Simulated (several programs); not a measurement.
## What each method gives for KCl (h-MgO type)

KCl, h-MgO type, relaxed with r2SCAN in Ansatz, was computed with several methods. The symmetry is P6_3/mmc (No. 194, hexagonal); a = 5.344 Å, c = 6.239 Å in the conventional setting, 38.57 Å³ an atom. K has 5 Cl at 3.09–3.12 Å; Cl has 5 K at 3.09–3.12 Å. Note: simulated data, non-magnetic, for a generated structure that need not be the stable one.

Space group P6_3/mmc (No. 194). a = 5.344 Å, b = 5.344 Å, c = 6.239 Å, α = 90.00°, β = 90.00°, γ = 120.00°

| atom | site | symmetry | x | y | z |
| --- | --- | --- | --- | --- | --- |
| K | 2c | -6m2 | 0.3333 | 0.6667 | 0.2500 |
| Cl | 2d | -6m2 | 0.6667 | 0.3333 | 0.2500 |

Gaps and times are for a single point on this cell; volume and bulk modulus come from each method's own relaxation or energy curve at fixed shape, which is too stiff where a cell has free coordinates or axes. Times are rough, from shared hosts (Arm Neoverse V1; Arm Neoverse V2), and each method has its own mesh and cell size. A double dagger marks a value from a curve with shape and coordinates held. PM6 (MOPAC), PM7 (MOPAC), GFN1-xTB (tblite), GFN2-xTB (tblite) treat a cluster of cells at its zone centre, which samples few k points: where these miss a band edge, the gap comes out too large for that reason alone. Gaps from k meshes are read at a limited set of points (mesh, symmetry points, PBE's band edges), so each method's own least gap may be somewhat smaller. Force fields have no electrons; where one was fitted to this phase, its volume and modulus reflect the fit. xTB and the PM methods were fitted mostly to molecules, and can miss a solid's gap by electronvolts. Minimal bases can be far off for gaps. Times of the plane-wave rungs are withheld (a dash), since they come from other jobs, hosts and meshes; the meshes of hybrids and Hartree-Fock don't converge their gaps to the digits shown. GLLB-SC's gap includes the derivative discontinuity. G0W0 is at finite bands, cutoff and mesh. d marks a direct gap, i an indirect one (no mark: not told apart), a dash a value that wasn't computed or didn't pass its checks.

```json
{"method": "PBEsol", "kind": "semilocal", "gap (eV)": "–", "own volume (Å³/atom)": "37.63", "bulk modulus (GPa)": "–", "atoms computed": "4", "processor time": "–"}
{"method": "ffield.eim (LAMMPS)", "kind": "force field", "gap (eV)": "–", "own volume (Å³/atom)": "–", "bulk modulus (GPa)": "–", "atoms computed": "4", "processor time": "0.12 s"}
{"method": "light PBE (260 eV, its own mesh)", "kind": "light plane-wave", "gap (eV)": "4.77 d", "own volume (Å³/atom)": "–", "bulk modulus (GPa)": "–", "atoms computed": "4", "processor time": "1.2 s"}
{"method": "PM7 (MOPAC)", "kind": "semi-empirical", "gap (eV)": "12.93", "own volume (Å³/atom)": "–", "bulk modulus (GPa)": "–", "atoms computed": "cluster", "processor time": "1.5 s"}
{"method": "GFN1-xTB (tblite)", "kind": "tight binding", "gap (eV)": "2.35", "own volume (Å³/atom)": "–", "bulk modulus (GPa)": "–", "atoms computed": "cluster", "processor time": "1.6 s"}
{"method": "PM6 (MOPAC)", "kind": "semi-empirical", "gap (eV)": "10.85", "own volume (Å³/atom)": "–", "bulk modulus (GPa)": "–", "atoms computed": "cluster", "processor time": "1.7 s"}
{"method": "GFN2-xTB (tblite)", "kind": "tight binding", "gap (eV)": "2.16", "own volume (Å³/atom)": "–", "bulk modulus (GPa)": "–", "atoms computed": "cluster", "processor time": "2.3 s"}
{"method": "LDA", "kind": "semilocal", "gap (eV)": "4.43 d", "own volume (Å³/atom)": "34.80", "bulk modulus (GPa)": "–", "atoms computed": "4", "processor time": "–"}
{"method": "PBE", "kind": "semilocal", "gap (eV)": "4.77 d", "own volume (Å³/atom)": "39.81", "bulk modulus (GPa)": "13‡", "atoms computed": "4", "processor time": "–"}
{"method": "PBE/SZV (CP2K)", "kind": "small basis", "gap (eV)": "3.36 d", "own volume (Å³/atom)": "40.63‡", "bulk modulus (GPa)": "16‡", "atoms computed": "4", "processor time": "10 s"}
{"method": "r2SCAN", "kind": "semilocal", "gap (eV)": "5.35 d", "own volume (Å³/atom)": "38.57", "bulk modulus (GPa)": "15‡", "atoms computed": "4", "processor time": "–"}
{"method": "PBE/DZVP (CP2K)", "kind": "small basis", "gap (eV)": "4.76 d", "own volume (Å³/atom)": "40.13‡", "bulk modulus (GPa)": "13‡", "atoms computed": "4", "processor time": "22 s"}
{"method": "GLLB-SC (GPAW)", "kind": "model potential", "gap (eV)": "9.95", "own volume (Å³/atom)": "–", "bulk modulus (GPa)": "–", "atoms computed": "4", "processor time": "110 s"}
{"method": "PBE/single zeta (GPAW)", "kind": "small basis", "gap (eV)": "4.26 d", "own volume (Å³/atom)": "–", "bulk modulus (GPa)": "–", "atoms computed": "4", "processor time": "2.7 min"}
{"method": "LC-ωPBE", "kind": "hybrid", "gap (eV)": "11.32 d", "own volume (Å³/atom)": "–", "bulk modulus (GPa)": "–", "atoms computed": "4", "processor time": "–"}
{"method": "DDH-PBE0", "kind": "hybrid", "gap (eV)": "8.74 d", "own volume (Å³/atom)": "–", "bulk modulus (GPa)": "–", "atoms computed": "4", "processor time": "–"}
{"method": "PBE0", "kind": "hybrid", "gap (eV)": "6.76 d", "own volume (Å³/atom)": "–", "bulk modulus (GPa)": "–", "atoms computed": "4", "processor time": "–"}
{"method": "HSE06", "kind": "hybrid", "gap (eV)": "6.02 d", "own volume (Å³/atom)": "39.26", "bulk modulus (GPa)": "–", "atoms computed": "4", "processor time": "–"}
{"method": "G0W0@PBE (140 eV screening cutoff)", "kind": "many-body", "gap (eV)": "7.62", "own volume (Å³/atom)": "–", "bulk modulus (GPa)": "–", "atoms computed": "4", "processor time": "–"}
```

Against HSE06 (6.02 eV) the nearest gap at the points sampled is that of r2SCAN (-0.66 eV) and the farthest that of PM7 (MOPAC) (+6.91 eV). HSE06 is only a yardstick of convenience: for gaps this wide it usually falls short of measured ones, so a larger value can be the better one.

Volumes against r2SCAN's: PBEsol -2.4 %, LDA -9.8 %, PBE +3.2 %, HSE06 +1.8 %.
